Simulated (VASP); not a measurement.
Input of a VASP 6.6.1 run:

INCAR

```
PREC = Accurate
ENCUT = 600
EDIFF = 1E-6
ISMEAR = 0
SIGMA = 0.02
LREAL = False
LASPH = True
NELM = 100
ALGO = Normal
ISIF = 3
LWAVE = False
LCHARG = False
GGA = PS
IBRION = 2
NSW = 100
EDIFFG = -0.002
```

The input KPOINTS:

```
Automatic mesh
0
Gamma
  10 10 10
```

File POSCAR:

```
CdSe
1.0
    0.0000000000      3.0702711986      3.0702711986
    3.0702711986      0.0000000000      3.0702711986
    3.0702711986      3.0702711986      0.0000000000
Cd Se
1 1
Direct
    0.0000000000      0.0000000000      0.0000000000
    0.7500000000      0.7500000000      0.7500000000
```

Potentials or basis: VASP PAW PBE potentials, release 64 (Cd, Se).

Launch:

```console
$ cat potpaw_PBE.64/Cd/POTCAR potpaw_PBE.64/Se/POTCAR > POTCAR
$ mpirun -np 1 vasp_std > vasp.out
```

(1) Estimate the relaxed cell.

(2) What does it give for the space group after relaxing (to 0.05 Å)?

(3) What does it give for the relaxed volume?

## Answers

(1) a = 4.309 Å, b = 4.309 Å, c = 4.309 Å, α = 60.00°, β = 60.00°, γ = 60.00°.

(2) F-43m (No. 216).

(3) 28.28 Å³/atom.

Caveat: the PAW data sets were made with another functional, which shifts forces and pressure a little.
